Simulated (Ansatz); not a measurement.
**Calculated ¹¹B NMR of the central transition for BN**

Cell: a Materials Project structure (computed, not necessarily an observed phase), atoms as given.

```cif
data_structure
_symmetry_space_group_name_H-M 'P 1'
_symmetry_Int_Tables_number 1
_cell_length_a 4.1121
_cell_length_b 2.5017
_cell_length_c 3.7127
_cell_angle_alpha 80.290
_cell_angle_beta 36.846
_cell_angle_gamma 62.865
_cell_volume 18.95
loop_
_atom_site_label
_atom_site_type_symbol
_atom_site_fract_x
_atom_site_fract_y
_atom_site_fract_z
_atom_site_occupancy
B1 B 0.00005 0.00005 0.99995 1
N2 N 0.66665 0.66665 0.33335 1
```

Sites (sets of like atoms) are named by element and the number of their first atom in this list.

Computed with Ansatz: DFT, r2SCAN, plane waves and PAW, scalar-relativistic, 500 eV cutoff, Γ-centred 16×16×16 k-points, Fermi–Dirac smearing 0.01 eV.

¹¹B has I = 3/2 and Q = 40.59 mb (Pyykkö 2018); at 7.05 T its Larmor frequency is ν₀ = 96.3 MHz. Only the quadrupole interaction is simulated: positions count from each site's isotropic chemical shift, and J coupling is left out, as are shift anisotropy and dipolar coupling, which fast spinning averages.

**Question.** What does the ¹¹B spectrum (fast magic-angle spinning) show for each site?

**Answer.** 

```csv
site,first shell,C_Q (MHz),η,P_Q (MHz),δ_QIS (ppm),breadth (kHz)
B,3 N at 1.44 Å,2.87,0.00,2.87,-22.3,4.60
```

δ_QIS = −(ν_Q²/30ν₀²)[I(I+1) − 3/4](1 + η²/3) × 10⁶ ppm with ν_Q = 3|C_Q|/[2I(2I−1)]; it falls as 1/B₀² in ppm, and the breadth as 1/B₀ in kHz.

At B V_zz stands upright on the plane through its three neighbours (within 1°).

The run took 38 s of wall time (38 s of CPU time) and 0.53 GiB at its peak, on 1 thread of Arm Neoverse V2 (aarch64; 8 cores open to the job, memory cap 3.0 GiB, no GPU), a shared host with a load of 0.3 a core.
